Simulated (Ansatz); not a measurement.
VN, one structure, two calculations

Cell: a COD entry, whose atoms a relaxation with PBE at fixed cell left in place.

```xyz
2
Lattice="0.0000 2.0640 2.0640 2.0640 0.0000 2.0640 2.0640 2.0640 0.0000" Properties=species:S:1:pos:R:3 pbc="T T T"
V     0.0000    0.0000    0.0000
N     2.0640    2.0640    2.0640
```

Atoms are numbered from 1 in the order listed; like atoms form one site, named after its first atom.

First run. The numbers come from a DFT calculation in Ansatz (PBE, plane waves and PAW, scalar-relativistic, collinear spin, 420 eV cutoff, Γ-centred 19×19×19 k-points, Fermi–Dirac smearing 0.05 eV). Start moments as typed (μB): 2 on each V, none on the rest.

| site | atom | V_zz (10²¹ V/m²) | η | m (μB) |
| --- | --- | --- | --- | --- |
| V | 1 | 0.00 | – | 0.00 |

Second run. The same atoms and settings, except that the functional is r2SCAN and the cutoff is 500 eV.

**Question.** Given the first result, estimate the second.

**Answer.** 

```tsv
site	atom	V_zz	η	change of V_zz	m (μB)
V	1	0.00	–	0.00	0.69
```

No V_zz moves by more than 0.01. Other sites without a gradient aren't listed. The absolute magnetisation of the cell goes from 0.0 to 0.9 μB.

For the first run: The start moments die out, and the run ends without spin.
For the second run: The program didn't check the stability of this electronic state in full, so a lower one may lie near. The run lost most of its start moments on V; a state with other moments may lie lower. All moments are parallel here, as the start or the cell imposes; many such compounds order antiparallel, where fields and spin densities carried over to other atoms largely cancel. The magnetic order is the one that the run reached from its start moments, not necessarily the measured one (the real compound may not order at all).
